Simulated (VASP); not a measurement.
Here is a VASP 6.6.1 calculation.

Contents of INCAR:

```
  PREC = Accurate
  ENCUT = 520
  EDIFF = 1E-7
  ISMEAR = 0
  SIGMA = 0.02
  LREAL = False
  LASPH = True
  NELM = 60
  ALGO = Fast
  ISIF = 3
  LWAVE = False
  LCHARG = False
  GGA = CA
  IBRION = 2
  NSW = 80
  EDIFFG = -0.002
  PSTRESS = 60.0
```

The input KPOINTS:

```
regular mesh
0
Gamma
  12 12 12
```

POSCAR

```
P
1.0
    1.7257251800      0.9963479000      3.1296800100
   -1.7257251800      0.9963479000      3.1296800100
    0.0000000000     -1.9926957900      3.1296800100
P
2
Direct
    0.2270802500      0.2270802500      0.2270802500
    0.7729197500      0.7729197500      0.7729197500
```

Potentials or basis: VASP PAW LDA potentials, release 64 (P).

Command:

```sh
$ cat potpaw_LDA.64/P/POTCAR > POTCAR
$ mpirun -np 1 vasp_std > vasp.out
```

Question: What does it give for the relaxed volume?

Answer: 13.60 Å³/atom.

Question: Predict the band gap on the k mesh.

Answer: None (metal or under the smearing width).

Question: What does it give for the relaxed cell?

Answer: a = 3.375 Å, b = 3.375 Å, c = 3.375 Å, α = 60.01°, β = 60.01°, γ = 60.01°.

The path:
```
step  energy change (eV)  largest force (eV/Å)  pressure (GPa)  volume (Å³)
   1              0.0000                0.2077           -3.27        32.29
   2              0.0704                0.9211           11.11        28.12
   3              0.0187                0.7304            6.66        29.15
   4             -0.0030                0.3326            6.76        28.45
   5              0.0055                0.0186            7.39        27.60
   6              0.0117                0.0292            7.68        27.40
   7             -0.0205                0.0250            3.61        28.05
   8             -0.0171                0.0391            4.24        27.95
   9             -0.0124                0.2057            4.60        27.67
  10             -0.0133                0.1898            4.58        27.69
  11              0.0076                0.1946            7.44        27.05
  12              0.0015                0.1971            6.68        27.20
  13             -0.0006                0.0398            6.27        27.16
  14             -0.0004                0.0061            6.16        27.15
  15             -0.0005                0.0005            6.17        27.16
  16             -0.0029                0.0012            5.84        27.22
  17             -0.0019                0.0007            5.97        27.19
  18             -0.0018                0.0005            5.99        27.19
```

Caveat: the cell is relaxed towards a set pressure, so the enthalpy falls and the energy may rise; the volume moved by over 15 % at a fixed basis, so the end points are rough.
